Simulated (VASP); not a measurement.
Pb:

```xyz
1
Lattice="0.0000 2.4750 2.4750 2.4750 0.0000 2.4750 2.4750 2.4750 0.0000" Properties=species:S:1:pos:R:3 pbc="T T T"
Pb    0.0000    0.0000    0.0000
```

```yaml
Program: VASP 6.6.1
Task: relaxation of cell and atoms
Functional: revPBE
Potentials_or_basis: VASP PAW PBE potentials, release 64 (Pb_d)
Cutoff: 600 eV
k_mesh: 9 × 9 × 9
Occupations: fermi-dirac, width 0.05 eV
Spin: no spin polarisation
```

At the start: pressure 3.4 GPa; volume 30.32 Å³/atom.

Task: Where does the relaxation end?

Result: Over 4 steps the energy falls by 23.9 meV/atom and the volume is 32.66 Å³/atom (+7.7 %); space group Fm-3m (No. 225, to 0.05 Å).

The path:
| step | energy change (eV) | largest force (eV/Å) | pressure (GPa) | volume (Å³) |
| --- | --- | --- | --- | --- |
| 1 | 0.0000 | 0.0000 | 3.42 | 30.32 |
| 2 | -0.0230 | 0.0000 | -0.55 | 33.25 |
| 3 | -0.0239 | 0.0000 | -0.10 | 32.73 |
| 4 | -0.0239 | 0.0000 | 0.00 | 32.66 |

Final structure:
```
Pb
1.0
     0.00000    2.53701    2.53701
     2.53701    0.00000    2.53701
     2.53701    2.53701    0.00000
Pb
1
Direct
  0.00000 0.00000 0.00000
```

The cell as given is a measured one (30.32 Å³/atom); revPBE puts the equilibrium volume +7.7 % from it, thermal expansion not counted.

Caveat: the PAW data sets were made with another functional, which shifts forces and pressure a little.
